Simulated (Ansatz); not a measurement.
Two Ansatz runs on TiC

The cell was built from the zincblende type and relaxed in the same program, and has space group F-43m; it needn't be a known or the stable phase.

First run: DFT, PBEsol, all-electron LAPW, scalar-relativistic (Ansatz 0.2.0).

Command: `ansatz run input.yaml --threads 1 --pin off --max-ram 2048MiB --backend cpu --events-out ev --progress --plain --runs-dir out` The run took about 16 s on 1 thread of a shared machine.

```yaml
crystal:
  lattice:
    - [0.0, 2.3641273732, 2.3641273732]
    - [2.3641273732, 0.0, 2.3641273732]
    - [2.3641273732, 2.3641273732, 0.0]
  atoms:
    - { symbol: Ti, position: [0.0, 0.0, 0.0] }
    - { symbol: C, position: [0.25, 0.25, 0.25] }
kpoints:
  mp_grid: { grid: [15, 15, 15] }
  band_path:
    path:
      - [0.0, 0.0, 0.0]
      - [-0.5, -0.5, 0.0]
      - [-0.375, -0.375, 0.25]
      - [-0.375, 0.0, 0.375]
      - [0.0, 0.0, 0.0]
      - [0.0, 0.0, 0.5]
      - [-0.5, -0.25, 0.25]
      - [-0.5, -0.5, 0.0]
    npoints: 5
scf:
  occupations: { method: fermi_dirac, width: 0.05 }
hamiltonian:
  xc: pbesol
  pseudopotentials: { kind: all_electron, lapw: { basis_error: 0.00025 } }
output:
  forces: true
  stress: true
  eigenvalues: true
```

Result: converged; pressure -4.56 GPa; gap on the k mesh 0.52 eV (the mesh can miss the band edges); 9 SCF iterations.

A second input differs as follows:

```diff
@@ -22,4 +22,5 @@
 scf:
   occupations: { method: fermi_dirac, width: 0.05 }
+  max_iter: 80
 hamiltonian:
   xc: pbesol
@@ -29,3 +30,5 @@
   stress: true
   eigenvalues: true
+magnetization:
+  spin_polarized: many
```

Task: What is wrong with it, and what does the program do?

Result: The fault is a value of the wrong type. The run refused before any iteration. The log ends:
```
Error: YAML parse error: error: line 33 column 19: invalid boolean (strict mode expects true/false)
  --> <input>:33:19
   |
31 |   eigenvalues: true
32 | magnetization:
33 |   spin_polarized: many
   |                   ^ invalid boolean (strict mode expects true/false)
```
